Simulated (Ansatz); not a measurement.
Te₂Mo, DFT, PBE, all-electron LAPW, scalar-relativistic (Ansatz 0.2.0), run on 1 thread of Intel(R) Xeon(R) Platinum 8488C (Sapphire Rapids) on a shared host.

The cell was built from the CdI2 type and relaxed in the same program, and has space group P-3m1; it needn't be a known or the stable phase.

Command: `ansatz run input.yaml --threads 1 --pin off --max-ram 3072MiB --backend cpu --events-out ev --progress --plain --runs-dir out`

```yaml
crystal:
  lattice:
    - [3.509081579, 0.0, 0.0]
    - [-1.7545407895, 3.0389537914, 0.0]
    - [0.0, 0.0, 7.9013555158]
  atoms:
    - { symbol: Mo, position: [0.0, 0.0, 0.0] }
    - { symbol: Te, position: [0.3333333333, 0.6666666667, 0.235388426] }
    - { symbol: Te, position: [0.6666666667, 0.3333333333, 0.764611574] }
kpoints:
  mp_grid: { grid: [12, 12, 7] }
  band_path:
    path:
      - [0.0, 0.0, 0.0]
      - [0.5, 0.0, 0.0]
      - [0.3333333333, 0.3333333333, 0.0]
      - [0.0, 0.0, 0.0]
      - [0.0, 0.0, 0.5]
      - [0.5, 0.0, 0.5]
      - [0.3333333333, 0.3333333333, 0.5]
      - [0.0, 0.0, 0.5]
      - [0.5, 0.0, 0.5]
    npoints: 14
scf:
  occupations: { method: fermi_dirac, width: 0.05 }
hamiltonian:
  xc: pbe
  pseudopotentials: { kind: all_electron, lapw: { basis_error: 0.001 } }
output:
  forces: true
  stress: true
  eigenvalues: true
  populations: true
  dos: { projected: true, de: 0.2, e_range: [-14, 8] }
```

How large is the problem that the program sets up?

112 irreducible k-points, 771 plane waves at Γ, 47 bands.

About how long does it take?

100 s of wall time for 8 SCF iterations. Times on shared machines scatter by tens of per cent.

And the same cell and mesh by PAW with the default files, asked for forces, stress, eigenvalues, efg, populations, bader, dos, write_density, write_potential, elf and the same band path, on the same hardware?

33 s.

And the same cell and mesh by crystal-made all-electron datasets, asked for forces, stress, eigenvalues, efg and the same band path, on the same hardware?

41 s.
